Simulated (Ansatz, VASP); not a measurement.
**Br: VASP beside Ansatz**

```
Br
1.0
    -1.44222    1.44222    3.62460
     1.44222   -1.44222    3.62460
     1.44222    1.44222   -3.62460
Br
1
Cartesian
  0.0000 0.0000 0.0000
```

Change from the starting cell: volume scaled by 1.04.

Alike in both runs: task single point; functional PBE; k mesh 13 × 13 × 13; occupations fermi-dirac, width 0.05 eV; no spin polarisation.

```csv
,VASP,Ansatz
version,VASP 6.6.1,Ansatz 0.2.0
potentials or method,"VASP PAW PBE potentials, release 64 (Br)",Ansatz PAW
plane-wave cutoff (eV),520,420
valence electrons in the cell,7,7
```

```tsv
	VASP	Ansatz	Ansatz less VASP
gap on the k mesh at the Fermi level (eV)	none	none	-
pressure (GPa)	0.0	0.0	-0.01
largest component of the traceless stress (GPa)	1.38	1.38	+0.006
```

A gap of «none» marks a metal or a gap that the smearing closes.

Caveats: an odd number of electrons without spin polarisation forces a metal; a magnetic or distorted state may lie lower.
